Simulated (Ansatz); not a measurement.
CuO: zone-centre modes

Computed with DFT PBE, scalar-relativistic, plane waves, PAW (Ansatz). Cutoff 420 eV, 22×22×22 k-points (Γ-centred), Fermi-Dirac smearing of 0.15 eV. No spin polarisation. Phonons by linear response, acoustic sum rule imposed.

Equilibrium structure at this level:
```yaml
crystal:
  lattice:
    - [0.00000, 2.12405, 2.12405]
    - [2.12405, 0.00000, 2.12405]
    - [2.12405, 2.12405, 0.00000]
  atoms:
    - { symbol: Cu, position: [0.50000, 0.50000, 0.50000] }
    - { symbol: O, position: [0.00000, 0.00000, 0.00000] }
```

It was reached by relaxing an invented guess, and it needn't be the stable form of this composition. In a metal, frequencies depend on the k mesh and the smearing, soft modes most.

Optical modes at Γ:
```tsv
frequency (cm⁻¹)	degeneracy
328	3
```

All 3 optical modes at Γ are real: no displacement of atoms at fixed cell lowers the energy to second order. Strains and modes at other wave vectors aren't tested by this run.
